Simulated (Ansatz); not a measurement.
Relaxed bulk CdS:

Space group F-43m (No. 216). a = 5.824 Å, b = 5.824 Å, c = 5.824 Å, α = 90.00°, β = 90.00°, γ = 90.00°
```tsv
atom	site	symmetry	x	y	z
Cd	4a	-43m	0.0000	0.0000	0.0000
S	4c	-43m	0.2500	0.2500	0.2500
```

Miller indices refer to the conventional cell of F-43m (No. 216), a = 5.824 Å, b = 5.824 Å, c = 5.824 Å, α = 90.00°, β = 90.00°, γ = 90.00°. The bulk's gap is 1.01 eV.

The (100) slab of 8 planes, 10.2 Å thick with 15 Å of vacuum as cut; outer planes Cd (top) and S (bottom).

The calculation used DFT PBEsol, scalar-relativistic, plane waves, PAW (Ansatz 0.2.0). Settings: cutoff 420 eV, Γ-centred mesh 7×7×1 on the computed 8-atom cell, Gaussian smearing of 0.05 eV; no spin polarisation. The cell repeats along c with a dipole correction in the vacuum.

This cut of an insulator is polar or leaves open shells, so the slab is metallic here; real surfaces compensate by reconstruction or adsorbates.

With the atoms at the bulk's places:

| Property | Result |
| --- | --- |
| Surface energy (mean of both faces) | 1.74 J/m² |
| Gap of the slab on the mesh | none (metal or semimetal) |
| Work function | 4.18 eV (top), 7.18 eV (bottom) |
| Dipole of the slab along +c, per cell | 0.28 e·Å |

Question: What changes when all atoms relax within this surface cell and its symmetry?

Answer: The energy falls by 0.041 J/m² a face, and the largest move is 0.09 Å.

* Surface energy (mean of both faces): 1.70 J/m²
* Gap of the slab on the mesh: none (metal or semimetal)
* Work function: 4.04 eV (top), 7.11 eV (bottom)
* Dipole of the slab along +c, per cell: 0.29 e·Å

```csv
plane (bottom to top),atoms,"spacing to next, bulk (Å)",relaxed (Å),change (%)
1,S,1.456,1.321,-9.3
2,Cd,1.456,1.575,+8.2
3,S,1.456,1.360,-6.6
4,Cd,1.456,1.555,+6.8
5,S,1.456,1.371,-5.9
6,Cd,1.456,1.576,+8.2
7,S,1.456,1.395,-4.2
8,Cd,,,
```

Spin polarisation was left out, and a magnetic state may lie lower.

The reference crystal is the zinc-blende form of CdS, which isn't its usual structure.